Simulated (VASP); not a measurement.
Here is a VASP 6.6.1 calculation.

File INCAR:

```
SYSTEM = Pb
PREC     = Accurate       ! precision mode
ENCUT    = 520            ! plane-wave cutoff, eV
EDIFF    = 1E-6           ! SCF threshold, eV
ISMEAR   = 1              ! smearing method
SIGMA    = 0.1            ! smearing width, eV
LREAL    = .False.        ! projectors in reciprocal space
LASPH    = .True.         ! aspherical terms in the spheres
NELM     = 80             ! most SCF steps
ALGO     = Normal         ! electronic algorithm
ISIF     = 2              ! what is computed and relaxed
LWAVE    = .False.        ! write WAVECAR
LCHARG   = .True.         ! write CHGCAR
GGA      = PS             ! functional
LVHAR    = .True.
```

KPOINTS

```
regular mesh
0
Gamma
  14 14 14
  0 0 0
```

File POSCAR:

```
Pb                                      
1.0
   -0.0000000000      2.4674409253      2.4674409253
    2.4674409253      0.0000000000      2.4674409253
    2.4674409253      2.4674409253     -0.0000000000
  Pb            
     1
Direct
     0.0000000000000000    0.0000000000000000    0.0000000000000000
```

Potentials or basis: VASP PAW PBE potentials, release 64 (Pb_d).

Command:

```sh
$ cat potpaw_PBE.64/Pb_d/POTCAR > POTCAR
$ mpirun -np 1 vasp_std > vasp.out
```

What does it give for the band gap on the k mesh?

None (metal or under the smearing width).

Estimate the pressure.

-0.1 GPa.

Caveat: the PAW data sets were made with another functional, which shifts forces and pressure a little. Spin-orbit coupling is left out, which matters for the levels of Pb.
